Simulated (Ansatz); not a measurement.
# Moving the choice of potentials or basis in SrO

It takes space group Fm-3m (No. 225, cubic). Conventional cell: a = 5.133 Å, b = 5.133 Å, c = 5.133 Å, α = 90.00°, β = 90.00°, γ = 90.00°. Sr (site symmetry m-3m) has 6 O at 2.57 Å as nearest neighbours. O (site symmetry m-3m) is surrounded by 6 Sr at 2.57 Å.

Kept alike: task equation of state; functional PBEsol; k mesh 9 × 9 × 9; occupations fermi-dirac, width 0.05 eV; no spin polarisation. Program: Ansatz. Cutoffs run from 420 to 1380 eV. The mesh is that of the run's cell of 2 atoms. No spin-orbit coupling.

```csv
choice of potentials or basis,volume (Å³/atom),bulk modulus (GPa)
Ansatz PAW (files of its older set among them) (made for PBE),16.801,93.9
Ansatz PAW (made for PBE),16.801,93.7
JTH PAW (made for PBE),16.775,93.9
PseudoDojo standard (made for PBE),16.769,94.0
PseudoDojo stringent (made for PBE),16.779,94.0
```

Volume and modulus come from cells scaled at fixed shape and fractions.

Problem. What does the choice of potentials or basis change here?

Solution. The volume runs from 16.769 (PseudoDojo standard (made for PBE)) to 16.801 Å³/atom (Ansatz PAW (files of its older set among them) (made for PBE); Ansatz PAW (made for PBE)). The bulk modulus runs from 93.7 (Ansatz PAW (made for PBE)) to 94.0 GPa (PseudoDojo standard (made for PBE); PseudoDojo stringent (made for PBE)).
